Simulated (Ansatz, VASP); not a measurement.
## Two plane-wave programs on TaSi2

```
CELL_PARAMETERS angstrom
1.80120 1.03992 4.35909
-1.80120 1.03992 4.35909
0.00000 -2.07984 4.35909
ATOMIC_POSITIONS crystal
Ta 0.19597 0.19597 0.19597
Si 0.98552 0.98552 0.98552
Si 0.40638 0.40638 0.40638
```

Alike in both runs: functional PBE; k mesh 6 × 6 × 6; occupations gaussian, width 0.1 eV; no spin polarisation.

Ansatz relaxed the structure, and its values are those at the end. VASP's run is a single point on that final structure, the one shown.

|  | VASP | Ansatz |
| --- | --- | --- |
| version | VASP 6.6.1 | Ansatz 0.2.0 |
| potentials or method | VASP PAW PBE potentials, release 64 (Ta_pv, Si) | scalar-relativistic, plane waves, PAW |
| plane-wave cutoff (eV) | 520 | 420 |
| valence electrons in the cell | 19 | 21 |

```tsv
	VASP	Ansatz	Ansatz less VASP
gap on the k mesh at the Fermi level (eV)	none	none	-
pressure (GPa)	-0.1	-0.1	-0.02
rms of the force components (eV/Å)	0.015	0.009	-0.0057
```

A gap of «none» marks a metal or a gap that the smearing closes. The two sets of potentials don't hold the same shells in valence.

The runs have no spin-orbit coupling, so splittings on Ta are missing.
